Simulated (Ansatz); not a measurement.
# Be2C: the cost of one run

Program: Ansatz 0.2.0. Level of theory: DFT LDA, all-electron LAPW, scalar-relativistic unless said. These are calculated values, not measurements.

### Step 1. The system as given

The structure is cubic, space group Fm-3m (No. 225). Conventional cell: a = 4.268 Å, b = 4.268 Å, c = 4.268 Å, α = 90.00°, β = 90.00°, γ = 90.00°. Be (site symmetry -43m) has 4 C at 1.85 Å as nearest neighbours. Around C (site symmetry m-3m) lie 8 Be at 1.85 Å.

As a file:

```cif
data_structure
_symmetry_space_group_name_H-M 'Fm-3m'
_symmetry_Int_Tables_number 225
_cell_length_a 4.2683
_cell_length_b 4.2683
_cell_length_c 4.2683
_cell_angle_alpha 90.000
_cell_angle_beta 90.000
_cell_angle_gamma 90.000
_cell_volume 77.76
loop_
_atom_site_label
_atom_site_type_symbol
_atom_site_symmetry_multiplicity
_atom_site_Wyckoff_symbol
_atom_site_fract_x
_atom_site_fract_y
_atom_site_fract_z
_atom_site_occupancy
Be1 Be 8 c 0.25000 0.75000 0.75000 1
C1 C 4 a 0.00000 0.00000 0.00000 1
```

Cartesian axes are those of the input's lattice vectors. The structure goes back to a database entry.

### Step 2. Reference run, fine mesh, LAPW

input.yaml

```yaml
crystal:
  lattice:
    - [0.0, 2.13415414137, 2.13415414137]
    - [2.13415414137, 0.0, 2.13415414137]
    - [2.13415414137, 2.13415414137, 0.0]
  atoms:
    - { symbol: Be, position: [0.25, 0.25, 0.25] }
    - { symbol: Be, position: [0.75, 0.75, 0.75] }
    - { symbol: C, position: [0.0, 0.0, 0.0] }
kpoints:
  mp_grid: { grid: [10, 10, 10] }
scf:
  occupations: { method: fixed }
hamiltonian:
  xc: lda
  pseudopotentials: { kind: all_electron, lapw: { basis_error: 0.001 } }
output:
  forces: true
  stress: true
  eigenvalues: true
  eigenstates:
    nscf_kmesh: { grid: [14, 14, 14] }
    de_dk: true
    e_range: [-9, 11.20453680318]
  optics:
    e_range: [0, 20]
    de: 0.2
    sigma: 0.2
    bands: { spectra_wanted_up_to: 20 }
    nscf_kmesh: { grid: [14, 14, 14] }
checkpoint:
  write: ck
  write_wavefunctions: false
```

Started as:

```console
$ ansatz run input.yaml --threads 2 --pin off --max-ram 6144MiB --backend cpu --events-out ev --progress --plain --runs-dir out
```

What time and memory should one allow on 2 threads of Intel Xeon Platinum 8488C (Sapphire Rapids), shared host?

About 7.1 s, with a peak of 0.31 GiB.
